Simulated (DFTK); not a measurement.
**Bi under changes of volume**

One of the cells (35.070 Å³/atom); the others are scaled copies at fixed shape and fractional positions:

```
CELL_PARAMETERS angstrom
2.26750 1.30914 3.93800
-2.26750 1.30914 3.93800
0.00000 -2.61828 3.93800
ATOMIC_POSITIONS crystal
Bi 0.76600 0.76600 0.76600
Bi 0.23400 0.23400 0.23400
```

- Program: DFTK 0.8.2
- Functional: PBEsol
- Potentials or basis: cp2k.nc.sr.pbe.v0_1.semicore.gth (PBE, GTH)
- Cutoff: 1442 eV
- k mesh: 4 × 4 × 4
- Occupations: fermi-dirac, width 0.05 eV
- Spin: no spin polarisation

```csv
volume (Å³/atom),energy over the lowest point (meV/atom),pressure (GPa),largest force (eV/Å)
32.965,19.07,3.3,0.192
33.667,?,?,?
34.368,1.32,0.8,0.002
35.070,0.00,-0.2,0.090
35.771,2.98,-1.2,0.171
36.472,9.81,-2.0,0.247
37.174,20.04,-2.7,0.318
```

**Question.** What does the run at 33.667 Å³/atom give?

**Answer.** Energy over the lowest point 7.48 meV/atom; pressure 2.0 GPa; largest force 0.091 eV/Å.

Worked out: A Birch-Murnaghan fit of order 3 (a polynomial in V^(-2/3)) to the other rows has its minimum at 34.92 Å³/atom with B0 = V·E''(V) = 50 GPa and B' = 4.8 at fixed shape and positions, which overstates the stiffness. It gives 7.47 meV/atom at 33.667 Å³/atom, against the run's 7.48, and -dE/dV = 2.0 GPa, against 2.0.

Energies are extrapolated to zero smearing.

Caveats: all runs use coarse meshes; GTH potentials come without recommended cutoffs, and this one wasn't checked for convergence; the potentials were made for another functional, which shifts forces and pressure.
